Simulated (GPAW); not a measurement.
Here is a GPAW 26.7.0 calculation.

Contents of run.py:

```python
from ase import Atoms
from ase.dft.bandgap import bandgap
from ase.io import write
from ase.units import GPa
from gpaw import GPAW, PW, setup_paths

setup_paths.insert(0, '.')

atoms = Atoms(['Ge', 'Fe', 'Fe'],
              cell=[[4.1636340796, 0.0, 0.0],
                    [-2.0818170398, 3.605812885, 0.0],
                    [0.0, 0.0, 2.626466]],
              scaled_positions=[[0.0, 0.0, 0.0],
                                [0.3333333333, 0.6666666667, 0.5],
                                [0.6666666667, 0.3333333333, 0.5]],
              pbc=True)
atoms.set_initial_magnetic_moments([0.0, 3.0, 3.0])

calc = GPAW(mode=PW(600),
            xc='PBEsol',
            kpts={'size': (6, 6, 8), 'gamma': True},
            occupations={'name': 'fermi-dirac', 'width': 0.05},
            nbands=23,
            convergence={'density': 1e-05, 'energy': 1e-05},
            maxiter=150,
            txt='gpaw.txt')
atoms.calc = calc
energy = atoms.get_potential_energy()
forces = atoms.get_forces()
stress = atoms.get_stress()
calc.write('gs.gpw')
write('result.traj', atoms)
print(f'Energy: {energy:.6f} eV')
print('Forces (eV/A):')
print(forces.round(4))
print('Stress (GPa):', (stress / GPa).round(3))
print('Moments:', calc.get_magnetic_moments().round(3))
print('Fermi level:', round(calc.get_fermi_level(), 4), 'eV')
print(f'Gap: {bandgap(calc)[0]:.4f} eV, direct: {bandgap(calc, direct=True)[0]:.4f} eV')

path = atoms.cell.bandpath('GMKGALHA,LM,KH', npoints=100, eps=1e-4)
bs_calc = calc.fixed_density(kpts=path, symmetry='off', nbands=34,
                             convergence={'bands': 'CBM+6.0', 'eigenstates': 1e-6}, txt='bands.txt')
bs = bs_calc.band_structure()
bs.write('bs.json')
print(f'Gap on the path: {bandgap(bs_calc)[0]:.4f} eV')
```

Potentials or basis: PAW data sets generated in the run's folder for this functional, pw.

Command:

```console
$ gpaw-setup -f PBEsol Fe Ge
$ OMP_NUM_THREADS=1 python run.py
```

Problem. Estimate the net moment.

Solution. 4.98 μB per cell.

Problem. Predict the site moments.

Solution. Ge +0.03; Fe +2.39 μB.

Levels at the corners of the path, in eV from the Fermi level:
Spin up:
| point | band 10 | band 11 | band 12 | band 13 | band 14 | band 15 | band 16 | band 17 |
| --- | --- | --- | --- | --- | --- | --- | --- | --- |
| Γ | -1.42 | -1.42 | 0.19 | 2.08 | 2.08 | 2.78 | 2.78 | 7.08 |
| M | -1.61 | -1.31 | -1.29 | -0.90 | 2.06 | 9.42 | 9.55 | 10.39 |
| K | -1.88 | -1.88 | -1.23 | -0.58 | 5.89 | 6.64 | 6.64 | 9.57 |
| Γ | -1.42 | -1.42 | 0.19 | 2.08 | 2.08 | 2.78 | 2.78 | 7.08 |
| A | -2.35 | -0.52 | -0.26 | 3.66 | 3.66 | 4.55 | 6.05 | 7.60 |
| L | -1.07 | -0.62 | -0.58 | -0.08 | 2.27 | 3.64 | 3.71 | 3.93 |
| H | -1.23 | -1.23 | -0.49 | 0.59 | 0.59 | 2.35 | 2.35 | 8.32 |
| A | -2.35 | -0.52 | -0.26 | 3.66 | 3.66 | 4.55 | 6.05 | 7.60 |
| L | -1.07 | -0.62 | -0.58 | -0.08 | 2.27 | 3.64 | 3.71 | 3.93 |
| M | -1.61 | -1.31 | -1.29 | -0.90 | 2.06 | 9.42 | 9.55 | 10.39 |
| K | -1.88 | -1.88 | -1.23 | -0.58 | 5.89 | 6.64 | 6.64 | 9.57 |
| H | -1.23 | -1.23 | -0.49 | 0.59 | 0.59 | 2.35 | 2.35 | 8.32 |
Spin down:
```tsv
point	band 5	band 6	band 7	band 8	band 9	band 10
Γ	-1.31	-1.18	-1.18	0.49	0.49	0.81
M	-1.69	-1.50	-1.39	0.32	0.44	0.83
K	-1.48	-1.48	-0.86	-0.86	0.08	0.92
Γ	-1.31	-1.18	-1.18	0.49	0.49	0.81
A	-1.11	-1.11	-0.85	-0.85	-0.34	-0.34
L	-2.14	-1.36	-1.14	0.61	0.64	1.18
H	-1.50	-1.50	-0.67	0.24	0.65	0.65
A	-1.11	-1.11	-0.85	-0.85	-0.34	-0.34
L	-2.14	-1.36	-1.14	0.61	0.64	1.18
M	-1.69	-1.50	-1.39	0.32	0.44	0.83
K	-1.48	-1.48	-0.86	-0.86	0.08	0.92
H	-1.50	-1.50	-0.67	0.24	0.65	0.65
```
